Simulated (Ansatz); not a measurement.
# Convergence test, Au

Method: Ansatz 0.2.0, DFT PBE, scalar-relativistic, plane waves, PAW.

```cif
data_structure
_symmetry_space_group_name_H-M 'P 1'
_symmetry_Int_Tables_number 1
_cell_length_a 2.9197
_cell_length_b 2.9197
_cell_length_c 4.8932
_cell_angle_alpha 90.000
_cell_angle_beta 90.000
_cell_angle_gamma 122.188
_cell_volume 35.30
loop_
_atom_site_label
_atom_site_type_symbol
_atom_site_fract_x
_atom_site_fract_y
_atom_site_fract_z
_atom_site_occupancy
Au1 Au 0.66533 0.33467 0.25000 1
Au2 Au 0.33467 0.66533 0.75000 1
```

The plane-wave cutoff is 420 eV, the Γ-centred k-mesh is 16×16×10 and the spin treatment is unpolarised.

The atoms are held and the occupation rule is swept. Energies are extrapolated to zero smearing and count from the reference run, 16×16×10 Γ-centred mesh, Gaussian smearing 0.1 eV. The cell isn't necessarily relaxed at this level. Spin–orbit coupling is left out. Pressure is positive in compression.

```
      rule, width (eV)  ΔE (meV/atom)  ΔF, free energy (meV/atom) P (GPa) largest change of a force component (eV/Å)
          Gaussian 0.1           0.00                        0.00     3.16                                       0.000
         Gaussian 0.02           0.13                        0.73     3.15                                       0.008
         Gaussian 0.05           0.09                        0.53     3.15                                       0.004
          Gaussian 0.2           0.13                       -1.96     3.16                                       0.003
          Gaussian 0.3           0.43                       -5.54     3.17                                       0.004
          Gaussian 0.5           0.40                       -17.4     3.22                                       0.006
      Fermi–Dirac 0.01           0.13                        0.70     3.15                                       0.008
      Fermi–Dirac 0.05           0.02                       -0.42     3.16                                       0.001
Methfessel–Paxton 0.05           0.12                        0.74     3.15                                       0.007
 Methfessel–Paxton 0.3           0.27                        1.08     3.15                                       0.002
             cold 0.01           0.14                        0.78     3.15                                       0.011
              cold 0.5           0.41                        0.57     3.14                                       0.005
           tetrahedron           0.07                        0.72     3.09                                       0.003
```

This form isn't the element's structure at ambient conditions.